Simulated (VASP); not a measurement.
A calculation with VASP 6.6.1 of Pb (ASE script, Cartesian positions):

Contents of run.py:

```python
from ase.calculators.vasp import Vasp
from ase.dft.bandgap import bandgap
from ase.io import read

atoms = read('Pb.xyz')
calc = Vasp(
    directory='calc',
    xc='pbe',
    pp='PBE',
    setups='materialsproject',
    prec='Accurate',
    encut=520,
    ediff=1e-07,
    ismear=0,
    sigma=0.05,
    lreal=False,
    lasph=True,
    nelm=80,
    algo='Normal',
    isif=2,
    lwave=False,
    lcharg=False,
    kpts=[9, 9, 5],
    gamma=True,
)
atoms.calc = calc

print('energy (eV):', atoms.get_potential_energy())
print('free energy (eV):', atoms.get_potential_energy(force_consistent=True))
print('forces (eV/A):')
print(atoms.get_forces())
print('stress (eV/A^3, Voigt):', atoms.get_stress())
print('Fermi level (eV):', calc.get_fermi_level())
gap, top, bottom = bandgap(calc)
print('band gap (eV):', gap, 'from (spin, k, band)', top, 'to', bottom)
```

Contents of Pb.xyz:

```xyz
2
Lattice="3.4800000000 0.0000000000 0.0000000000 -1.7400000000 3.0137684052 0.0000000000 0.0000000000 0.0000000000 5.5900000000" Properties=species:S:1:pos:R:3 pbc="T T T"
Pb     1.7400000002      1.0045894683      4.1925000000
Pb    -0.0000000002      2.0091789369      1.3975000000
```

Potentials or basis: VASP PAW PBE potentials, release 64 (Pb_d).

The run is started by

```console
$ python run.py
```

This isn't the form of Pb at room conditions, which is fcc.

Question: Write the same calculation in another form: native input, structure from a POSCAR.

Answer: As run:

Contents of INCAR:

```
SYSTEM = Pb
  PREC = Accurate
  ENCUT = 520
  EDIFF = 1E-6
  ISMEAR = 0
  SIGMA = 0.05
  LREAL = .FALSE.
  LASPH = .TRUE.
  NELM = 100
  ALGO = Normal
  ISIF = 2
  LWAVE = .FALSE.
  LCHARG = .FALSE.
  GGA = PE
```

KPOINTS

```
Automatic mesh
0
G
  9 9 5
  0 0 0
```

The input POSCAR:

```
Pb
1.0
    3.4800000000      0.0000000000      0.0000000000
   -1.7400000000      3.0137684052      0.0000000000
    0.0000000000      0.0000000000      5.5900000000
Pb
2
Cartesian
    1.7400000002      1.0045894683      4.1925000000
   -0.0000000002      2.0091789369      1.3975000000
```

Potentials or basis: VASP PAW PBE potentials, release 64 (Pb_d).

Run with:

```console
$ cat potpaw_PBE.64/Pb_d/POTCAR > POTCAR
$ mpirun -np 1 vasp_std > vasp.out
```

Both were run:

|  | ASE script, Cartesian positions | native input, structure from a POSCAR |
| --- | --- | --- |
| Pressure | 4.0 GPa | 4.0 GPa |
| Band gap on the k mesh | none (metal or under the smearing width) | none (metal or under the smearing width) |

Keys that steer only the numerical path or the files written may differ.
